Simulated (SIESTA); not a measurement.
**Zn in SIESTA: convergence with EnergyShift**

Input of the first run (EnergyShift 0.05); the others differ in this setting and in those tied to it:

File run.py:

```python
from ase import Atoms
from ase.calculators.siesta import Siesta
from ase.units import Ry, GPa

atoms = Atoms(
    ['Zn'],
    cell=[
        [0.003987, 2.004568, 1.967016],
        [1.956653, -0.004317, 1.97532],
        [1.927413, 1.983631, 0.024923],
    ],
    scaled_positions=[
        [-0.027773, 0.011558, 0.010019],
    ],
    pbc=True,
)

fdf = {
    'SCFMustConverge': False,
    'OccupationFunction': 'FD',
    'ElectronicTemperature': '0.05 eV',
    'MaxSCFIterations': '120',
    'SCF.Mixer.Method': 'Pulay',
    'SCF.Mixer.Weight': '0.25',
    'SCF.Mixer.History': '8',
    'SCF.DM.Tolerance': '5.0e-05',
    'SCF.H.Tolerance': '1.0e-03 eV',
    'WriteForces': 'true',
    'Charge.Mulliken': 'end',
    'PAO.Basis': ['Zn.1 5', 'n=3 0 2', '  1.785 0.000', 'n=4 0 2', '  4.422 0.000', 'n=3 1 2', '  1.938 0.000', 'n=4 1 1', '  4.422', 'n=3 2 2', '  2.711 0.000'],
}
calc = Siesta(
    label="Zn",
    command="siesta < PREFIX.fdf > PREFIX.out",
    pseudo_path="pseudos",
    pseudo_qualifier="",
    xc=('GGA', 'PBEsol'),
    basis_set="DZP",
    mesh_cutoff=800 * Ry,
    energy_shift=0.05 * Ry,
    kpts=[9, 9, 9],
    spin="non-polarized",
    fdf_arguments=fdf,
)
atoms.calc = calc

print(f"energy = {atoms.get_potential_energy():.6f} eV")
free = atoms.get_potential_energy(force_consistent=True)
print(f"free energy = {free:.6f} eV")
print("forces (eV/A):")
print(atoms.get_forces(apply_constraint=False).round(6))
print("stress (GPa, Voigt order, tension positive):", (atoms.get_stress() / GPa).round(4))
```

Potentials or basis: PseudoDojo 0.4 standard (PBEsol files), DZP (energy shift 0.05 Ry; two zetas on semicore shells).

Run with:

```console
$ python run.py
```

The cell isn't the ideal one: cell strained at random at fixed volume.

This isn't the form of Zn at room conditions, which is hcp.

Hardware: 1 thread of Arm Neoverse V2, with other jobs on the host.

```
EnergyShift  energy less the tightest run, at zero smearing (meV/atom)  pressure (GPa)  SCF cycles  CPU time (s)  peak memory (GiB)
       0.05                                                   10162.31          -78.87           8           3.7               0.14
       0.03                                                    5230.63          -58.71           8             4               0.14
       0.02                                                    3038.30          -39.37          11           5.1               0.14
       0.01                                                    1177.18          -21.08          11           7.1               0.15
      0.005                                                     460.10           -9.94          10           8.9               0.15
      0.003                                                     236.95           -7.41           8           7.7               0.16
      0.002                                                     125.76           -7.77           8           8.4               0.16
      0.001                                                       0.00           -7.20           8            10               0.17
```

Not settled before the last step: the energy (to 1 meV/atom), the pressure (to 0.1 GPa). The tightest run that finished is the yardstick and may itself not be fully converged.

Caveat, for the tightest run too: short orbitals over semicore shells can move pressures by several GPa; the basis of atomic orbitals isn't converged, which shifts pressures, moduli and gaps.
